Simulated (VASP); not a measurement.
# MgF (Pm-3m) in VASP: single point with PBE

Aim: the single point of MgF with PBE.

Everything below comes from runs of VASP 6.6.1. Logs are shortened: lines on timing, memory, paths and dates and some standing lists are left out, and cuts for length are marked.

## Step 1: Starting point

The structure is cubic, space group Pm-3m (No. 221). Conventional cell: a = 2.973 Å, b = 2.973 Å, c = 2.973 Å, α = 90.00°, β = 90.00°, γ = 90.00°. Around F (site symmetry m-3m) lie 8 Mg at 2.57 Å. Mg (site symmetry m-3m) has 8 F at 2.57 Å as nearest neighbours.

The cell was built by a generator and needn't be a form met in nature.

## Step 2: Single point, PBE

The input, INCAR:

```
PREC = Accurate ; ENCUT = 520
EDIFF = 1E-6 ; ISMEAR = -1
SIGMA = 0.0415 ; LREAL = False
LASPH = True ; NELM = 60
ALGO = Normal ; ISIF = 2
LWAVE = False ; LCHARG = False
GGA = PE ; NBANDS = 12
```

The input, KPOINTS:

```
regular mesh
0
Gamma
  11 11 11
```

The input, POSCAR:

```
MgF
1.0
    2.9730450000      0.0000000000      0.0000000000
    0.0000000000      2.9730450000      0.0000000000
    0.0000000000      0.0000000000      2.9730450000
F Mg
1 1
Direct
    0.0000000000      0.0000000000      0.0000000000
    0.5000000000      0.5000000000      0.5000000000
```

Potentials or basis: VASP PAW PBE potentials, release 64 (F, Mg).

Command:

```bash
> cat potpaw_PBE.64/F/POTCAR potpaw_PBE.64/Mg/POTCAR > POTCAR
> mpirun -np 1 vasp_std > vasp.out
```

OUTCAR:

```text
PREC = Accurate
   ENCUT = 520
   EDIFF = 1E-6
   ISMEAR = -1
   LREAL = False
   LASPH = True
   NELM = 60
   ISIF = 2
   GGA = PE

 ion  position               nearest neighbor table
   1  0.000  0.000  0.000-   2 2.57   2 2.57   2 2.57   2 2.57   2 2.57   2 2.57   2 2.57   2 2.57

   2  0.500  0.500  0.500-   1 2.57   1 2.57   1 2.57   1 2.57   1 2.57   1 2.57   1 2.57   1 2.57

  LATTYP: Found a simple cubic cell.
 ALAT       =     2.9730450000

  Lattice vectors:

 A1 = (   2.9730450000,   0.0000000000,   0.0000000000)
 A2 = (   0.0000000000,   2.9730450000,   0.0000000000)
 A3 = (   0.0000000000,   0.0000000000,   2.9730450000)

Analysis of symmetry for initial positions (statically):
=====================================================================
 Subroutine PRICEL returns:
 Original cell was already a primitive cell.

 Routine SETGRP: Setting up the symmetry group for a
 simple cubic supercell.

 Subroutine GETGRP returns: Found 48 space group operations
 (whereof 48 operations were pure point group operations)
 out of a pool of 48 trial point group operations.

The static configuration has the point symmetry O_h .

Analysis of symmetry for dynamics (positions and initial velocities):
=====================================================================
 Subroutine PRICEL returns:
 Original cell was already a primitive cell.

 Routine SETGRP: Setting up the symmetry group for a
 simple cubic supercell.

 Subroutine GETGRP returns: Found 48 space group operations
 (whereof 48 operations were pure point group operations)
 out of a pool of 48 trial point group operations.

The dynamic configuration has the point symmetry O_h .

 Subroutine INISYM returns: Found 48 space group operations
 (whereof 48 operations are pure point group operations),
 and found     1 'primitive' translations

----------------------------------------------------------------------------------------

                                     Primitive cell

  volume of cell :      26.2787

  direct lattice vectors                    reciprocal lattice vectors
     2.973045000  0.000000000  0.000000000     0.336355487  0.000000000  0.000000000
     0.000000000  2.973045000  0.000000000     0.000000000  0.336355487  0.000000000
     0.000000000  0.000000000  2.973045000     0.000000000  0.000000000  0.336355487

  length of vectors
     2.973045000  2.973045000  2.973045000     0.336355487  0.336355487  0.336355487

  position of ions in fractional coordinates (direct lattice)
     0.000000000  0.000000000  0.000000000
     0.500000000  0.500000000  0.500000000

  ion indices of the primitive-cell ions
   primitive index   ion index
                 1           1
                 2           2

----------------------------------------------------------------------------------------

 KPOINTS: regular mesh

Automatic generation of k-mesh.
 Grid dimensions read from file:
 generate k-points for:   11   11   11

 Generating k-lattice:

  Cartesian coordinates                     Fractional coordinates (reciprocal lattice)
     0.030577772  0.000000000  0.000000000     0.090909091  0.000000000  0.000000000
     0.000000000  0.030577772  0.000000000     0.000000000  0.090909091  0.000000000
     0.000000000  0.000000000  0.030577772     0.000000000  0.000000000  0.090909091

  Length of vectors
     0.030577772  0.030577772  0.030577772

  Shift w.r.t. Gamma in fractional coordinates (k-lattice)
     0.000000000  0.000000000  0.000000000

 Subroutine IBZKPT returns following result:
 ===========================================

 Found     56 irreducible k-points:

 Following reciprocal coordinates:
            Coordinates               Weight
  0.000000  0.000000  0.000000      1.000000
  0.090909  0.000000  0.000000      6.000000
  0.181818  0.000000  0.000000      6.000000
  0.272727  0.000000  0.000000      6.000000
  0.363636  0.000000  0.000000      6.000000
  0.454545  0.000000  0.000000      6.000000
[... 16 lines left out ...]
  0.181818  0.090909  0.090909     24.000000
  0.272727  0.090909  0.090909     24.000000
 [... further k-points ...]
   k-points           NKPTS =     56   k-points in BZ     NKDIM =     56   number of bands    NBANDS=     12
   number of dos      NEDOS =    301   number of ions     NIONS =      2
   total plane-waves  NPLWV =  13824
   dimension x,y,z NGX =    24 NGY =   24 NGZ =   24
   dimension x,y,z NGXF=    48 NGYF=   48 NGZF=   48
   ions per type =               1   1
   NGX,Y,Z   is equivalent  to a cutoff of  13.42, 13.42, 13.42 a.u.
   NGXF,Y,Z  is equivalent  to a cutoff of  26.84, 26.84, 26.84 a.u.
 SYSTEM =  unknown system
   PREC   = accura    normal or accurate (medium, high low for compatibility)
   ISTART =      0    job   : 0-new  1-cont  2-samecut
   ICHARG =      2    charge: 1-file 2-atom 10-const
   ISPIN  =      1    spin polarized calculation?
   LNONCOLLINEAR =      F non collinear calculations
   LSORBIT =      F    spin-orbit coupling
   LASPH  =      T    aspherical Exc in radial PAW
   ENCUT  =  520.0 eV  38.22 Ry    6.18 a.u.   5.53  5.53  5.53*2*pi/ulx,y,z
   NELM   =     60;   NELMIN=  2; NELMDL= -5     # of ELM steps
   EDIFF  = 0.1E-05   stopping-criterion for ELM
   LREAL  =      F    real-space projection
   EDIFFG = 0.1E-04   stopping-criterion for IOM
   NSW    =      0    number of steps for IOM
   IBRION =     -1    ionic relax: 0-MD 1-quasi-New 2-CG
   NFREE  =      0    steps in history (QN), initial steepest desc. (CG)
   ISIF   =      2    stress and relaxation
   ISYM   =      2    0-nonsym 1-usesym 2-fastsym
   POTIM  = 0.5000    time-step for ionic-motion
   TEBEG  =    0.0;   TEEND  =   0.0 temperature during run
   PSTRESS=    0.0 pullay stress
   NELECT =       9.0000    total number of electrons
   NUPDOWN=      -1.0000    fix difference up-down
   EMIN   =  10.00;   EMAX   =-10.00  energy-range for DOS
   EFERMI =   0.00;   METHOD = LEGACY
   ISMEAR =    -1;   SIGMA  =   0.04  broadening in eV -4-tet -1-fermi 0-gaus
   EFERMI_NEDOS =   21; number of points for ismear=-14 and -15
   IALGO  =     38    algorithm
   IMIX   =      4    mixing-type and parameters
     AMIX     =   0.40;   BMIX     =  1.00
     AMIX_MAG =   1.60;   BMIX_MAG =  1.00
  volume/ion in A,a.u.               =      13.14        88.67
  Fermi-wavevector in a.u.,A,eV,Ry     =   1.145392  2.164477 17.849797  1.311923
  Thomas-Fermi vector in A             =   2.282081
   LORBIT       =      0    0 simple, 1 ext, 2 COOP (PROOUT), +10 PAW based schemes
   GGA     = PE    functional components
   LHFCALC =     F    Hartree Fock is set to
   AEXX    =    0.0000 exact exchange contribution
   IVDW    =     0    specifies the selected vdW correction
   LEPSILON=     F    determine dielectric tensor
   LRPA    =     F    only Hartree local field effects (RPA)
 non-spin polarized calculation
  energy-cutoff  :      520.00
  volume of cell :       26.28
 maximum number of plane-waves:       739
 NGX is ok and might be reduce to    24
   NGX = 11   NGY = 11   NGZ = 11

 number of electron       8.9999998 magnetization

 Free energy of the ion-electron system (eV)
  ---------------------------------------------------
  ext. energy  EPLUGINS =         0.00000000
  ---------------------------------------------------
  free energy    TOTEN  =        -6.31758685 eV

  energy without entropy =       -6.31432936  energy(sigma->0) =       -6.31595810

 E-fermi :   5.4578     XC(G=0):  -9.6988

 val. band max:        5.3976173739   @ k =   0.3636   0.2727   0.1818
 cond. band min:       5.4878873809   @ k =   0.3636   0.3636   0.0000
 fundamental gap:      0.0902700071
 Fermi energy:         5.4578169389

 k-point     1 :       0.0000    0.0000    0.0000
  band No.  band energies     occupation
      1     -20.5366      2.00000
      2      -1.4172      2.00000
      3      -1.4172      2.00000
      4      -1.4172      2.00000
      5       0.5769      2.00000
      6      11.6425      0.00000
      7      11.6425      0.00000
      8      16.3942      0.00000
      9      16.3942      0.00000
     10      16.3942      0.00000
     11      25.2677      0.00000
     12      25.2677      0.00000

 k-point     2 :       0.0909    0.0000    0.0000
  band No.  band energies     occupation
      1     -20.5193      2.00000
      2      -1.7764      2.00000
      3      -1.4028      2.00000
      4      -1.4028      2.00000
      5       0.9757      2.00000
      6      11.2339      0.00000
      7      11.7733      0.00000
      8      16.4012      0.00000
      9      16.4012      0.00000
     10      16.8753      0.00000
     11      24.4762      0.00000
     12      24.4762      0.00000

 k-point     3 :       0.1818    0.0000    0.0000
  band No.  band energies     occupation
      1     -20.4726      2.00000
      2      -2.4515      2.00000
      3      -1.3639      2.00000
      4      -1.3639      2.00000
      5       1.7984      2.00000
      6      10.2532      0.00000
      7      12.1618      0.00000
      8      16.4210      0.00000
      9      16.4210      0.00000
     10      18.0926      0.00000
     11      23.0989      0.00000
     12      23.0992      0.00000

 k-point     4 :       0.2727    0.0000    0.0000
  band No.  band energies     occupation
      1     -20.4105      2.00000
      2      -3.1007      2.00000
      3      -1.3122      2.00000
      4      -1.3122      2.00000
      5       2.7752      2.00000
      6       9.0176      0.00000
      7      12.7918      0.00000
      8      16.4495      0.00000
      9      16.4495      0.00000
     10      19.7536      0.00000
     11      21.1145      0.00000
     12      21.8720      0.00000

 k-point     5 :       0.3636    0.0000    0.0000
  band No.  band energies     occupation
      1     -20.3526      2.00000
      2      -3.5926      2.00000
      3      -1.2640      2.00000
      4      -1.2640      2.00000
      5       3.8529      2.00000
      6       7.6988      0.00000
      7      13.6089      0.00000
      8      16.4790      0.00000
      9      16.4790      0.00000
     10      19.1896      0.00000
     11      20.9914      0.00000
     12      20.9914      0.00000
[... 228 lines left out ...]
      1     -20.1467      2.00000
      2      -2.9881      2.00000
      3      -2.9473      2.00000
      4      -1.0509      2.00000
      5       5.7607      0.00135
      6       8.9780      0.00000
      7       9.2330      0.00000
      8      11.9906      0.00000
      9      18.5665      0.00000
     10      18.8949      0.00000
     11      21.0981      0.00000
     12      22.2870      0.00000

 k-point    22 :       0.0909    0.0909    0.0909
  band No.  band energies     occupation
      1     -20.4855      2.00000
      2      -2.0037      2.00000
      3      -1.5393      2.00000
      4      -1.5393      2.00000
      5       1.6138      2.00000
      6      11.2620      0.00000
      7      11.2620      0.00000
      8      15.5900      0.00000
      9      17.5405      0.00000
     10      17.5405      0.00000
     11      22.8172      0.00000
     12      22.8172      0.00000

 k-point    23 :       0.1818    0.0909    0.0909
  band No.  band energies     occupation
      1     -20.4405      2.00000
      2      -2.4522      2.00000
      3      -1.6077      2.00000
      4      -1.4931      2.00000
      5       2.3107      2.00000
      6      10.3945      0.00000
      7      11.5368      0.00000
      8      15.3876      0.00000
      9      17.6243      0.00000
     10      19.0276      0.00000
     11      21.0412      0.00000
     12      21.8470      0.00000

 k-point    24 :       0.2727    0.0909    0.0909
  band No.  band energies     occupation
      1     -20.3807      2.00000
      2      -3.0229      2.00000
      3      -1.5537      2.00000
      4      -1.4316      2.00000
      5       3.1942      2.00000
      6       9.1888      0.00000
      7      11.9603      0.00000
      8      15.5612      0.00000
      9      17.7082      0.00000
     10      19.5059      0.00000
     11      20.6950      0.00000
     12      20.7906      0.00000

 [... further k-points ...]

------------------------ aborting loop because EDIFF is reached ----------------------------------------

  FORCE on cell =-STRESS in cart. coord.  units (eV):
  Direction    XX          YY          ZZ          XY          YZ          ZX
  --------------------------------------------------------------------------------------
  -------------------------------------------------------------------------------------
  Total        1.4053678      1.4053678      1.4053678      0.0000000     -0.0000000      0.0000000
  in kB       85.6832889     85.6832889     85.6832889      0.0000000     -0.0000000      0.0000000
  external PRESSURE =      85.6832889 kB  Pullay stress =       0.0000000 kB

 VOLUME and BASIS-vectors are now :
 -----------------------------------------------------------------------------
  energy-cutoff  :      520.00
  volume of cell :       26.28
      direct lattice vectors                 reciprocal lattice vectors
     2.973045000  0.000000000  0.000000000     0.336355487  0.000000000  0.000000000
     0.000000000  2.973045000  0.000000000     0.000000000  0.336355487  0.000000000
     0.000000000  0.000000000  2.973045000     0.000000000  0.000000000  0.336355487

 POSITION                                       TOTAL-FORCE (eV/Angst)
 -----------------------------------------------------------------------------------
      0.00000      0.00000      0.00000         0.000000      0.000000      0.000000
      1.48652      1.48652      1.48652         0.000000      0.000000      0.000000
 -----------------------------------------------------------------------------------
    total drift:                               -0.000000      0.000000      0.000000

  FREE ENERGIE OF THE ION-ELECTRON SYSTEM (eV)
  ---------------------------------------------------
  free  energy   TOTEN  =        -6.3175868533 eV

  energy  without entropy=       -6.3143293565  energy(sigma->0) =       -6.31595810
```

Run time: 15 s. Hardware: 1 thread of Intel Xeon Platinum 8559C (Emerald Rapids), shared host; peak memory 0.14 GiB.

Results:

* Free energy: -6.3176 eV
* Pressure: 8.6 GPa
* Band gap on the k mesh: none (metal or under the smearing width)

Caveat: an odd number of electrons without spin polarisation forces a metal; a magnetic or distorted state may lie lower.
